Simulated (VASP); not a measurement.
# A VASP 6.6.1 single-point calculation on BaHfO3

INCAR

```
LASPH = .TRUE.
LCHARG = .FALSE.
NELM = 82
IBRION = -1
SIGMA = 0.2
GGA = PE
ENCUT = 520
NBANDS = 27
EDIFF = 1E-7
PREC = Accurate
LWAVE = .FALSE.
LREAL = .FALSE.
ISMEAR = 0
ISIF = 2
NSW = 0
```

KPOINTS

```
KPOINTS created by Atomic Simulation Environment
0
Gamma
6 6 6
0 0 0
```

POSCAR

```
Ba Hf O
 1.0000000000000000
     4.0935175953999998    0.0000000000000000    0.0000000000000000
     0.0000000000000000    4.0935175953999998    0.0000000000000000
     0.0000000000000000    0.0000000000000000    4.0935175953999998
 Ba  Hf  O
   1   1   3
Cartesian
  0.0000000000000000  0.0000000000000000  0.0000000000000000
  2.0467587976999995  2.0467587976999995  2.0467587976999995
  2.0467587976999995  2.0467587976999995  0.0000000000000000
  2.0467587976999995  0.0000000000000000  2.0467587976999995
  0.0000000000000000  2.0467587976999995  2.0467587976999995
```

The recommended PBE PAW datasets give the neutral cell 38 valence electrons.

Command

```
mpirun -np 1 vasp_std
```

Q: Predict the outcome of this run.

A: It converged. Results: gap between bands v and c on the k mesh 3.69 eV; least direct gap on the k mesh 3.83 eV; pressure 14.7 GPa. Band v is the last that the valence electrons fill when counted band by band, and c is the next.

OSZICAR

```
N       E                     dE             d eps       ncg     rms          rms(c)
DAV:   1     0.216834091181E+03    0.21683E+03   -0.21402E+04  1080   0.138E+03
DAV:   2    -0.383288523527E+02   -0.25516E+03   -0.24631E+03  1367   0.321E+02
DAV:   3    -0.500481292965E+02   -0.11719E+02   -0.11672E+02  1413   0.641E+01
DAV:   4    -0.502318535540E+02   -0.18372E+00   -0.18356E+00  1476   0.736E+00
DAV:   5    -0.502351089797E+02   -0.32554E-02   -0.32551E-02  1379   0.710E-01    0.670E+01
DAV:   6    -0.434442294383E+02    0.67909E+01   -0.31815E+01  1168   0.333E+01    0.562E+01
DAV:   7    -0.433372873843E+02    0.10694E+00   -0.17446E+00  1346   0.837E+00    0.338E+01
DAV:   8    -0.433283114473E+02    0.89759E-02   -0.20153E-01  1212   0.367E+00    0.677E+00
DAV:   9    -0.433152717272E+02    0.13040E-01   -0.51795E-02  1239   0.149E+00    0.231E+00
DAV:  10    -0.433152139965E+02    0.57731E-04   -0.61982E-03  1291   0.526E-01    0.609E-01
DAV:  11    -0.433151165908E+02    0.97406E-04   -0.54688E-04  1362   0.147E-01    0.779E-02
DAV:  12    -0.433151454536E+02   -0.28863E-04   -0.54528E-05  1430   0.479E-02    0.109E-01
DAV:  13    -0.433151494925E+02   -0.40390E-05   -0.55411E-06  1433   0.155E-02    0.128E-02
DAV:  14    -0.433151491911E+02    0.30143E-06   -0.55880E-07  1291   0.476E-03    0.103E-02
DAV:  15    -0.433151489500E+02    0.24109E-06   -0.18623E-07  1119   0.292E-03    0.195E-03
DAV:  16    -0.433151489830E+02   -0.32978E-07   -0.19488E-08   633   0.938E-04
   1 F= -.43315149E+02 E0= -.43315149E+02  d E =-.641260E-12
```

Standard output (part)

```
POSCAR found type information on POSCAR BaHfO
 POSCAR found :  3 types and       5 ions
 LDA part: xc-table for (Slater+PW92), standard interpolation
 POSCAR, INCAR and KPOINTS ok, starting setup
 WAVECAR not read
 entering main loop
```

For comparison, a separate PBE run of the intended cell, on usual settings and not on those above, gives a gap of 3.69 eV on its mesh and a pressure of 14.7 GPa.
